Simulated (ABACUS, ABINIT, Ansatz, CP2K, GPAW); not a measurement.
# One calculation of HfN, 5 ways

```xyz
2
Lattice="3.4332 0.0000 0.0000 -1.7166 2.9732 0.0000 0.0000 0.0000 3.9698" Properties=species:S:1:pos:R:3 pbc="T T T"
Hf    0.0000    0.0000    1.9849
N     0.0000    0.0000    0.0000
```

The cell comes from a database or a generator and needn't be the stable form of this composition.

Alike in all runs: task single point; functional PBE; k mesh 9 × 9 × 7; occupations fermi-dirac, width 0.05 eV; no spin polarisation; no spin-orbit coupling. Pressure is positive in compression and, in plane waves, holds the error of the finite cutoff, which Ansatz's Pulay term estimates and takes out.

| program and potentials | plane-wave cutoff (eV) | notes | pressure (GPa) |
| --- | --- | --- | --- |
| ABACUS, PseudoDojo NC SR 0.4.1 PBE standard, plane waves | 1143 | 8.5 valence electrons an atom on average | ? |
| CP2K, POTENTIAL_UZH Hf GTH-PBE-q12, N GTH-PBE-q5; TZVP-MOLOPT-PBE-GTH basis | - | atomic basis; 8.5 valence electrons an atom on average | -0.57 |
| GPAW, GPAW PAW data sets (gpaw-data 1.2.1) | 800 | 8.5 valence electrons an atom on average | 1.82 |
| Ansatz, Ansatz PAW (earlier soft set) | 420 | 15.5 valence electrons an atom on average; Pulay term of +0.15 GPa included | 0.57 |
| ABINIT, JTH PAW PBE v2.0 | 707 | 8.5 valence electrons an atom on average | 0.87 |

Problem. Estimate from the other rows what the run with ABACUS, PseudoDojo NC SR 0.4.1 PBE standard, plane waves gave.

Solution. Pressure 0.36 GPa. The other rows, which needn't bracket it: pressure -0.57 to 1.82.
